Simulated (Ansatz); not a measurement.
# HfN: a hydrostatic pressure series

How does HfN compress? Cell and atoms are relaxed at 6 pressures between -2 and 40 GPa.

Computed with Ansatz 0.2.0 (DFT r2SCAN, scalar-relativistic, plane waves, PAW, unless a step's input says otherwise).

1 further run of the same task is left out (set aside as unsound or not needed).

### Step 1. The structure to begin with

Symmetry: P6_3/mmc, No. 194, hexagonal system. Conventional cell: a = 3.144 Å, b = 3.144 Å, c = 5.425 Å, α = 90.00°, β = 90.00°, γ = 120.00°. Hf (site symmetry -6m2) has 6 N at 2.27 Å as nearest neighbours. N (site symmetry -3m) has 6 Hf at 2.27 Å as nearest neighbours.

As a file:

```cif
data_structure
_symmetry_space_group_name_H-M 'P6_3/mmc'
_symmetry_Int_Tables_number 194
_cell_length_a 3.1443
_cell_length_b 3.1443
_cell_length_c 5.4252
_cell_angle_alpha 90.000
_cell_angle_beta 90.000
_cell_angle_gamma 120.000
_cell_volume 46.45
loop_
_atom_site_label
_atom_site_type_symbol
_atom_site_symmetry_multiplicity
_atom_site_Wyckoff_symbol
_atom_site_fract_x
_atom_site_fract_y
_atom_site_fract_z
_atom_site_occupancy
Hf1 Hf 2 c 0.66667 0.33333 0.75000 1
N1 N 2 a 0.00000 0.00000 0.00000 1
```

It goes back to an entry of the Materials Project, which need not be the stable form.

It is the result of an earlier relaxation at this level (volume 11.61 Å³/atom; gap on the mesh: none (metal)).

### Step 2. -2 GPa

input.yaml reads:

```yaml
crystal:
  lattice:
    - [3.164182061, 0.0, 0.0]
    - [-1.5820910305, 2.740262047, 0.0]
    - [0.0, 0.0, 5.4595480327]
  atoms:
    - { symbol: Hf, position: [0.6666666667, 0.3333333333, 0.75] }
    - { symbol: Hf, position: [0.3333333333, 0.6666666667, 0.25] }
    - { symbol: "N", position: [0.0, 0.0, 0.0] }
    - { symbol: "N", position: [0.0, 0.0, 0.5] }
basis:
  ecutwfc: 500
kpoints:
  mp_grid: { grid: [18, 18, 8] }
hamiltonian:
  xc: r2scan
scf:
  occupations: { method: gaussian, width: 0.1 }
output:
  forces: true
  stress: true
  eigenvalues: true
relax:
  adjacent_minimum: "off"
  f_tol: 0.008
  max_steps: 50
  cell: { stress_tol: 0.08, p_target: -2.0 }
```

Launch:

```
ansatz run input.yaml --threads 1 --pin off --max-ram 2560MiB --backend cpu --events-out ev --progress --plain --runs-dir out
```

The session goes on with these runs: target pressure 2 GPa; target pressure 5 GPa; target pressure 10 GPa; 20 GPa; target pressure 40 GPa.

What does the calculation give? Wanted: bulk modulus B0; B0'.

The runs gave:

```
                                     quantity                        value
                             volume at 40 GPa  10.36 Å³/atom, V/V0 = 0.892
bulk modulus B0 (third-order Birch-Murnaghan)                      277 GPa
                                          B0'                          4.1
```

In words: Up to 40 GPa the volume falls by 10.8 %. The points follow one equation of state, B0 = 277 GPa. Other structures may take over in this range; these runs cannot find them. The runs treat Hf without spin-orbit coupling.
